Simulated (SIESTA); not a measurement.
## Si2W under changes of volume

One of the cells (13.646 Å³/atom); the others are scaled copies at fixed shape and fractional positions:

```
W Si
1.0
     4.61685    0.00000    0.00000
    -2.30843    3.99831    0.00000
     0.00000    0.00000    6.65322
W Si
3 6
Direct
  0.50000 0.00000 0.50000
  0.50000 0.50000 0.83333
  0.00000 0.50000 0.16667
  0.32725 0.16363 0.16667
  0.83637 0.16363 0.83333
  0.16363 0.32725 0.50000
  0.67275 0.83637 0.16667
  0.16363 0.83637 0.83333
  0.83637 0.67275 0.50000
```

Measurements of this composition are mostly on another form, of space group No. 139.

- Program: SIESTA 5.4.2
- Functional: PBEsol
- Potentials or basis: PseudoDojo 0.4 standard (PBEsol files)
- Basis: DZP (energy shift 0.003 Ry; two zetas on semicore shells)
- Grid cutoff: 800 Ry
- Energy shift: 0.003 Ry
- k mesh: 5 × 5 × 3
- Occupations: fermi-dirac, width 0.05 eV
- Spin: no spin polarisation

```csv
volume (Å³/atom),energy over the lowest point (meV/atom),pressure (GPa),gap on the mesh (eV),largest force (eV/Å)
12.827,18.35,10.9,0.58,0.027
13.100,?,?,?,?
13.373,0.00,0.3,0.54,0.001
13.646,3.40,-4.2,0.50,0.010
13.919,14.12,-8.3,0.46,0.024
14.192,31.32,-11.8,0.42,0.036
14.465,54.30,-15.1,0.39,0.045
```

**Question.** What does the run at 13.100 Å³/atom give?

**Answer.** Energy over the lowest point 4.67 meV/atom; pressure 5.3 GPa; gap on the mesh 0.57 eV; largest force 0.011 eV/Å.

Worked out: A Birch-Murnaghan fit of order 3 (a polynomial in V^(-2/3)) to the other rows has its minimum at 13.39 Å³/atom with B0 = V·E''(V) = 231 GPa and B' = 4.4 at fixed shape and positions, which overstates the stiffness. It gives 4.64 meV/atom at 13.100 Å³/atom, against the run's 4.67, and -dE/dV = 5.3 GPa, against 5.3. A parabola through the other rows of the gap, of slope -1.23 eV per unit of ln V there, gives 0.56 eV, against the run's 0.57.

Energies are extrapolated to zero smearing.

Caveats: short orbitals over semicore shells can move pressures by several GPa; spin-orbit coupling is left out, which moves the levels of the heavy elements; an odd mesh through Γ misses points on the zone boundary, where band edges often lie; the basis of atomic orbitals isn't converged, which shifts pressures, moduli and gaps.
